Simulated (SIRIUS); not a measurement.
Here is a SIRIUS 7.12.0 calculation.

File sirius.json:

```json
{
  "control": {
    "processing_unit": "cpu",
    "std_evp_solver_name": "lapack",
    "gen_evp_solver_name": "lapack",
    "verbosity": 2,
    "print_forces": true,
    "ortho_rf": true,
    "use_second_variation": true,
    "rmt_max": 3.0,
    "num_bands_to_print": 9,
    "save_wf": true
  },
  "parameters": {
    "electronic_structure_method": "full_potential_lapwlo",
    "xc_functionals": ["XC_GGA_X_PBE", "XC_GGA_C_PBE"],
    "core_relativity": "dirac",
    "valence_relativity": "iora",
    "num_fv_states": 9,
    "smearing": "fermi_dirac",
    "smearing_width": 0.0018374661,
    "pw_cutoff": 23,
    "gk_cutoff": 4.48,
    "lmax_apw": 10,
    "lmax_rho": 8,
    "lmax_pot": 8,
    "num_mag_dims": 0,
    "auto_rmt": 0,
    "ngridk": [11, 11, 16],
    "shiftk": [0, 0, 0],
    "num_dft_iter": 80,
    "energy_tol": 1e-07,
    "density_tol": 1e-05,
    "use_symmetry": true
  },
  "settings": {"tol_ne": 1e-10},
  "iterative_solver": {"type": "exact"},
  "mixer": {"type": "anderson", "beta": 0.5, "max_history": 8},
  "unit_cell": {
    "lattice_vectors": [
      [4.4396299606, -0.0192525298, 0.0291055618],
      [-0.0192525298, 4.411875553, 0.0799297459],
      [0.019672049, 0.0540253802, 3.0084137548]
    ],
    "atom_types": ["B"],
    "atom_files": {"B": "B.json"},
    "atoms": {"B": [[0.502692, 0.513009, 0.502879]]}
  }
}
```

The input B.json:

```json
{
  "name": "boron",
  "symbol": "B",
  "number": 5,
  "mass": 10.811,
  "rmin": 1e-06,
  "rmt": 1.45,
  "nrmt": 800,
  "rinf": 17.81,
  "core": "",
  "valence": [
    {"basis": [{"enu": 0.07, "dme": 0, "n": 0, "auto": 0}, {"enu": 0.07, "dme": 1, "n": 0, "auto": 0}]},
    {"l": 0, "n": 1, "basis": [{"enu": 0.1159, "dme": 0, "n": 0, "auto": 0}]},
    {"l": 1, "n": 2, "basis": [{"enu": 0.17, "dme": 0, "n": 0, "auto": 0}]},
    {"l": 2, "n": 3, "basis": [{"enu": 0.17, "dme": 0, "n": 0, "auto": 0}]},
    {"l": 3, "n": 4, "basis": [{"enu": 0.17, "dme": 0, "n": 0, "auto": 0}]}
  ],
  "lo": [
    {
      "l": 0,
      "basis": [{"enu": 0.1159, "dme": 0, "n": 0, "auto": 0}, {"enu": 0.1159, "dme": 1, "n": 0, "auto": 0}]
    },
    {
      "l": 0,
      "basis": [{"enu": 0.1159, "dme": 1, "n": 0, "auto": 0}, {"enu": 0.1159, "dme": 2, "n": 0, "auto": 0}]
    },
    {
      "l": 0,
      "basis": [{"enu": -6.2564, "dme": 0, "n": 1, "auto": 1}, {"enu": -6.2564, "dme": 1, "n": 1, "auto": 1}]
    },
    {
      "l": 0,
      "basis": [{"enu": 0.1159, "dme": 0, "n": 0, "auto": 0}, {"enu": 5.8234, "dme": 0, "n": 0, "auto": 0}]
    },
    {"l": 1, "basis": [{"enu": 0.17, "dme": 0, "n": 0, "auto": 0}, {"enu": 0.17, "dme": 1, "n": 0, "auto": 0}]},
    {"l": 1, "basis": [{"enu": 0.17, "dme": 1, "n": 0, "auto": 0}, {"enu": 0.17, "dme": 2, "n": 0, "auto": 0}]},
    {"l": 1, "basis": [{"enu": 0.17, "dme": 0, "n": 0, "auto": 0}, {"enu": 6.7336, "dme": 0, "n": 0, "auto": 0}]},
    {"l": 2, "basis": [{"enu": 0.17, "dme": 0, "n": 0, "auto": 0}, {"enu": 0.17, "dme": 1, "n": 0, "auto": 0}]},
    {"l": 2, "basis": [{"enu": 0.17, "dme": 1, "n": 0, "auto": 0}, {"enu": 0.17, "dme": 2, "n": 0, "auto": 0}]},
    {"l": 2, "basis": [{"enu": 0.17, "dme": 0, "n": 0, "auto": 0}, {"enu": 7.5897, "dme": 0, "n": 0, "auto": 0}]},
    {"l": 3, "basis": [{"enu": 0.17, "dme": 0, "n": 0, "auto": 0}, {"enu": 0.17, "dme": 1, "n": 0, "auto": 0}]}
  ],
  "free_atom": [... radial grid and density of the free atom, the start of the SCF ...]
}
```

Contents of sirius_start.json:

```json
{
  "control": {
    "processing_unit": "cpu",
    "std_evp_solver_name": "lapack",
    "gen_evp_solver_name": "lapack",
    "verbosity": 1,
    "print_forces": false,
    "ortho_rf": true,
    "use_second_variation": true,
    "rmt_max": 3.0,
    "num_bands_to_print": 9,
    "save_wf": false
  },
  "parameters": {
    "electronic_structure_method": "full_potential_lapwlo",
    "xc_functionals": ["XC_LDA_X", "XC_LDA_C_PW"],
    "core_relativity": "dirac",
    "valence_relativity": "iora",
    "num_fv_states": 9,
    "smearing": "fermi_dirac",
    "smearing_width": 0.0055123983,
    "pw_cutoff": 23,
    "gk_cutoff": 3.59,
    "lmax_apw": 10,
    "lmax_rho": 8,
    "lmax_pot": 8,
    "num_mag_dims": 0,
    "auto_rmt": 0,
    "ngridk": [4, 4, 6],
    "shiftk": [0, 0, 0],
    "num_dft_iter": 30,
    "energy_tol": 0.01,
    "density_tol": 0.05,
    "use_symmetry": true
  },
  "settings": {"tol_ne": 1e-10},
  "iterative_solver": {"type": "exact"},
  "mixer": {"type": "anderson", "beta": 0.5, "max_history": 8},
  "unit_cell": {
    "lattice_vectors": [
      [4.4396299606, -0.0192525298, 0.0291055618],
      [-0.0192525298, 4.411875553, 0.0799297459],
      [0.019672049, 0.0540253802, 3.0084137548]
    ],
    "atom_types": ["B"],
    "atom_files": {"B": "B.json"},
    "atoms": {"B": [[0.502692, 0.513009, 0.502879]]}
  }
}
```

Potentials or basis: all-electron FP-LAPW, apw+lo standard.

The run is started by

```sh
$ OMP_NUM_THREADS=1 sirius.scf --input=sirius_start.json --output=start.json
$ OMP_NUM_THREADS=1 sirius.scf --input=sirius.json --output=output.json --task=1
```

(1) What does it give for the band gap on the k mesh?

## Answers

(1) none (metal or under the smearing width).
